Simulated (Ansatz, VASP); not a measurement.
# Two plane-wave programs on ZnS

```xyz
2
Lattice="0.0000 2.6941 2.6941 2.6941 0.0000 2.6941 2.6941 2.6941 0.0000" Properties=species:S:1:pos:R:3 pbc="T T T"
Zn    0.0000    0.0000    0.0000
S     1.3470    1.3470    1.3470
```

The cell was built by a generator and needn't be a form met in nature.

Alike in both runs: task single point; functional PBE; k mesh 8 × 8 × 8; occupations fermi-dirac, width 0.02 eV; no spin polarisation.

|  | VASP | Ansatz |
| --- | --- | --- |
| version | VASP 6.6.1 | Ansatz 0.2.0 |
| potentials or method | VASP PAW PBE potentials, release 64 (Zn, S) | plane waves, PAW |
| plane-wave cutoff (eV) | 520 | 420 |
| valence electrons in the cell | 18 | 18 |

```csv
,VASP,Ansatz,Ansatz less VASP
gap on the k mesh at the Fermi level (eV),2.15,2.15,-0.006
pressure (GPa),2.5,2.3,-0.17
```

The functional is the same, so the differences come from potentials, cutoffs and numerics.

As with any semilocal functional, this PBE gap is likely too small.
